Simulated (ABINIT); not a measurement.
The system is HfC.

```
CELL_PARAMETERS angstrom
0.00000 2.32500 2.32500
2.32500 0.00000 2.32500
2.32500 2.32500 0.00000
ATOMIC_POSITIONS crystal
Hf 0.50000 0.50000 0.50000
C 0.00000 0.00000 0.00000
```

Program: ABINIT 10.8.3 (patched build). Alike in all runs: task band structure; cell as given; k mesh 10 × 10 × 10; smearing fermi-dirac 0.05 eV.

Task: Order these runs on this cell by their pressure, lowest first.
A. level PW91; potentials or basis JTH PAW PBE v2.0; spin SOC, no magnetisation; cutoff (eV) 544; fine-grid cutoff 1088.46 eV
B. level BLYP; potentials or basis JTH PAW PBE v2.0; spin off; cutoff (eV) 544; fine-grid cutoff 1088.46 eV
C. level LDA; potentials or basis JTH PAW LDA v2.0; spin off; cutoff (eV) 544; fine-grid cutoff 1088.46 eV
D. level SCAN; potentials or basis JTH PAW PBE v2.0; spin off; cutoff (eV) 653; fine-grid cutoff 1251.72 eV

Result: C (-12.3 GPa), D (-3.3 GPa), A (-0.5 GPa), B (7.4 GPa).

Caveats: the PAW data sets were made with another functional, which shifts forces and pressure a little (some runs).

Runs at the PBE level aren't shown here.
